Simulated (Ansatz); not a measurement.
Computed with Ansatz 0.2.0, DFT PBE, scalar-relativistic, plane waves, PAW. All cells share a 420 eV cutoff and Γ-centred k meshes spaced at most about 0.3 Å⁻¹ (about 0.25 or finer for metals, 2π included). No spin polarisation.

All energies are static (0 K, no zero-point motion).

Two relaxed structures of Mg2Ge2N:

A.

```
CELL_PARAMETERS angstrom
-1.69468 1.69468 7.68552
1.69468 -1.69468 7.68552
1.69468 1.69468 -7.68552
ATOMIC_POSITIONS crystal
Mg 0.41655 0.41655 0.00000
Mg 0.58345 0.58345 0.00000
Ge 0.75000 0.25000 0.50000
Ge 0.25000 0.75000 0.50000
N 0.00000 0.00000 0.00000
```

B.

```
CELL_PARAMETERS angstrom
3.37969 0.00000 0.00000
-1.68985 2.92690 0.00000
0.00000 0.00000 9.93829
ATOMIC_POSITIONS crystal
Mg 0.00000 0.00000 0.00000
Mg 0.66667 0.33333 0.50000
Ge 0.66667 0.33333 0.21895
Ge 0.66667 0.33333 0.78106
N 0.00000 0.00000 0.50000
```

Question: Which is lower in energy, and by how much?

Answer: B is lower, by 133 meV/atom. A has space group I4/mmm (No. 139), 17.7 Å³/atom and no gap on its mesh; B has space group P-6m2 (No. 187), 19.7 Å³/atom and no gap. Counting Ge or N atoms around Mg (for each partner element, those within 1.25 times its shortest distance or 1.15 times the sum of covalent radii, where it is the nearest in units of that sum or under 1.3; a plus sign parts groups by distance over the sum of covalent radii; a slash parts the counts of unlike sites), A has Mg 8 and B has Mg 3+2/6. A holds Ge–Ge nets (shortest 2.40 Å); in B the shortest Ge–Ge distance is 3.38 Å. The lower one is the more open, so pressure narrows the difference. Even the lower one lies +0.40 eV/atom against the reference forms of the elements (uncorrected), so neither is stable at this level. In A, Mg has 1 Mg at 2.57 Å, 4 N at 2.72 Å and 4 Ge at 3.07 Å; around Ge lie 4 Ge at 2.40 Å; around N lie 8 Mg at 2.72 Å. In B, Mg on its first site is surrounded by 6 Ge at 2.92 Å and 6 Mg at 3.38 Å; around Ge lie 4 Mg at 2.79–2.92 Å, 6 Ge at 3.38 Å and 3 N at 3.41 Å; around N lie 3 Mg at 1.95 Å, 6 N at 3.38 Å and 6 Ge at 3.41 Å; 1 more site not described. Both come from invented guesses. The lowest form computed isn't among them: it has space group P-3m1 (No. 164), 16.4 Å³/atom and lies 0.68 eV/atom below the best shown.

Cells relaxed within their symmetry can be saddle points. Some types were kept out of the candidates beforehand, so the set may lack a known form.
